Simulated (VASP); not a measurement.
HfO2: band structure with LAK

The system is HfO2.

```
Hf O
1.0
     4.81353    0.00000    0.00000
     0.00000    4.81353    0.00000
     0.00000    0.00000    3.20542
Hf O
2 4
Direct
  0.50000 0.50000 0.50000
  0.00000 0.00000 0.00000
  0.80504 0.19496 0.50000
  0.69496 0.69496 0.00000
  0.30504 0.30504 0.00000
  0.19496 0.80504 0.50000
```

Measurements of this composition are mostly on another form, of space group No. 14.

* Program: VASP 6.6.1
* Task: band structure
* Functional: LAK
* Potentials or basis: VASP PAW PBE potentials, release 64 (Hf_pv, O)
* Cutoff: 520 eV
* k mesh: 6 × 6 × 8
* Occupations: fermi-dirac, width 0.05 eV
* Spin: no spin polarisation
* Further INCAR settings: ALGO = Normal; EDIFF = 1e-07

The pressure is 4.6 GPa, the largest force is 0.028 eV/Å and the band gap on the k mesh is 4.68 eV, direct. The band gap along the path is 4.68 eV, direct.

Forces on the atoms (eV/Å):
```
Hf   0.000  0.000  0.000
Hf   0.000  0.000  0.000
O   -0.020  0.020  0.000
O    0.020  0.020  0.000
O   -0.020 -0.020  0.000
O    0.020 -0.020  0.000
```

Stress tensor (GPa, compression positive):
```
4.28 0.00 0.00
0.00 4.28 0.00
0.00 0.00 5.35
```

Levels at the corners of the path, in eV from the valence-band top:
| point | band 20 | band 21 | band 22 | band 23 | band 24 | band 25 |
| --- | --- | --- | --- | --- | --- | --- |
| Γ | -0.54 | -0.54 | 0.00 | 4.68 | 4.80 | 5.94 |
| X | -1.51 | -0.67 | -0.67 | 5.32 | 5.32 | 7.01 |
| X | -1.51 | -0.67 | -0.67 | 5.32 | 5.32 | 6.99 |
| M | -1.22 | -0.90 | -0.90 | 4.91 | 4.91 | 6.43 |
| M | -1.22 | -0.90 | -0.90 | 4.91 | 4.91 | 6.43 |
| Γ | -0.54 | -0.54 | 0.00 | 4.68 | 4.80 | 5.94 |
| Γ | -0.54 | -0.54 | 0.00 | 4.68 | 4.80 | 5.94 |
| Z | -2.11 | -1.01 | -1.01 | 6.30 | 6.30 | 6.84 |
| Z | -2.11 | -1.01 | -1.01 | 6.30 | 6.30 | 6.84 |
| R | -1.79 | -0.97 | -0.97 | 4.93 | 4.93 | 7.07 |
| R | -1.79 | -0.97 | -0.97 | 4.93 | 4.93 | 7.07 |
| A | -1.11 | -0.55 | -0.55 | 5.84 | 5.84 | 6.66 |
| A | -1.11 | -0.55 | -0.55 | 5.84 | 5.84 | 6.66 |
| Z | -2.11 | -1.01 | -1.01 | 6.30 | 6.30 | 6.84 |
| X | -1.51 | -0.67 | -0.67 | 5.32 | 5.32 | 7.00 |
| R | -1.79 | -0.97 | -0.97 | 4.93 | 4.93 | 7.07 |
| M | -1.22 | -0.90 | -0.90 | 4.91 | 4.91 | 6.43 |
| A | -1.11 | -0.55 | -0.55 | 5.84 | 5.84 | 6.66 |

It took 6.6 min on 1 thread of Intel(R) Xeon(R) 6975P-C (Granite Rapids), with other jobs on the host, peak memory 0.27 GiB.

Caveat: the PAW data sets were made with another functional, which shifts forces and pressure a little; spin-orbit coupling is left out, which moves the levels of the heavy elements.
